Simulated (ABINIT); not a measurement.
A run of ABINIT 10.8.3 (patched build) is set up as follows.

Contents of run.abi:

```
# Datasets: ground state, then fixed potential
ndtset 2

# Pseudopotentials
pp_dirpath "./"
pseudos "Cd.GGA_PBE-JTH.xml, S.GGA_PBE-JTH.xml"

# Structure
acell 3*1.0
rprim
     0.0000000000     5.5113862425     5.5113862425
     5.5113862425     0.0000000000     5.5113862425
     5.5113862425     5.5113862425     0.0000000000
ntypat 2
znucl 48 16
natom 2
typat 1 2
xred
     0.0000000000     0.0000000000     0.0000000000
     0.7500000000     0.7500000000     0.7500000000

# Plane-wave basis
ecut 24.0
pawecutdg 46.0

# Exchange and correlation
ixc -263267
usekden 1
pawxcdev 0

# Bands and occupations
occopt 3
tsmear 0.00183747

# SCF cycle
nstep 100

# Output
iomode 3
prtwf 0
prteig 0
prtebands 0
enunit 1
prtden1 1
prtkden1 1

# Dataset 1
kptopt1 1
ngkpt1 8 8 8
nshiftk1 1
shiftk1 0.0 0.0 0.0
nband1 13
tolvrs1 1.0e-7

# Dataset 2: bands along G-X-W-K-G-L-U-W-L-K
iscf2 -2
getden2 1
getkden2 1
nband2 17
nbdbuf2 2
tolwfr2 1.0e-12
kptopt2 -9
ndivsm2 6
prteig2 1
kptbounds2
     0.0000000000     0.0000000000     0.0000000000
     0.5000000000     0.0000000000     0.5000000000
     0.5000000000     0.2500000000     0.7500000000
     0.3750000000     0.3750000000     0.7500000000
     0.0000000000     0.0000000000     0.0000000000
     0.5000000000     0.5000000000     0.5000000000
     0.6250000000     0.2500000000     0.6250000000
     0.5000000000     0.2500000000     0.7500000000
     0.5000000000     0.5000000000     0.5000000000
     0.3750000000     0.3750000000     0.7500000000
```

Potentials or basis: JTH PAW PBE v2.0.

Launch:

```sh
$ abinit run.abi > log 2>&1
```

(1) Predict the band gap along the path.

(2) What does it give for the band gap on the k mesh?

(3) Estimate the pressure.

Answers

(1) 1.43 eV, direct.

(2) 1.43 eV, direct.

(3) 0.7 GPa.

Caveat: the PAW data sets were made with another functional, which shifts forces and pressure a little.
